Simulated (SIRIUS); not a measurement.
BP under changes of volume

One of the cells (11.915 Å³/atom); the others are scaled copies at fixed shape and fractional positions:

```
CELL_PARAMETERS angstrom
0.00000 2.28403 2.28403
2.28403 0.00000 2.28403
2.28403 2.28403 0.00000
ATOMIC_POSITIONS crystal
P 0.75000 0.75000 0.75000
B 0.00000 0.00000 0.00000
```

- Program: SIRIUS 7.10.0
- Functional: PBEsol
- Potentials or basis: PseudoDojo 0.4.1 PBEsol standard (scalar relativistic)
- Cutoff: 1054 eV
- Density cutoff: 4214 eV
- k mesh: 10 × 10 × 10
- Occupations: fermi-dirac, width 0.05 eV
- Spin: no spin polarisation

```tsv
volume (Å³/atom)	energy over the lowest point (meV/atom)	pressure (GPa)	gap on the mesh (eV)
10.981	?	?	?
11.214	4.88	5.2	1.09
11.448	0.00	1.5	1.11
11.915	5.35	-5.0	1.16
12.149	14.66	-7.8	1.19
12.383	27.87	-10.3	1.21
```

What does the run at 10.981 Å³/atom give?

Energy over the lowest point 15.49 meV/atom; pressure 9.3 GPa; gap on the mesh 1.06 eV.

Worked out: A Birch-Murnaghan fit of order 3 (a polynomial in V^(-2/3)) to the other rows has its minimum at 11.55 Å³/atom with B0 = V·E''(V) = 169 GPa and B' = 3.8. It gives 15.44 meV/atom at 10.981 Å³/atom, against the run's 15.49, and -dE/dV = 9.4 GPa, against 9.3. A straight line through the other rows of the gap, of slope 1.24 eV per unit of ln V, extrapolates to 1.06 eV, against the run's 1.06.

Energies are extrapolated to zero smearing.

A mesh can miss the band edges.
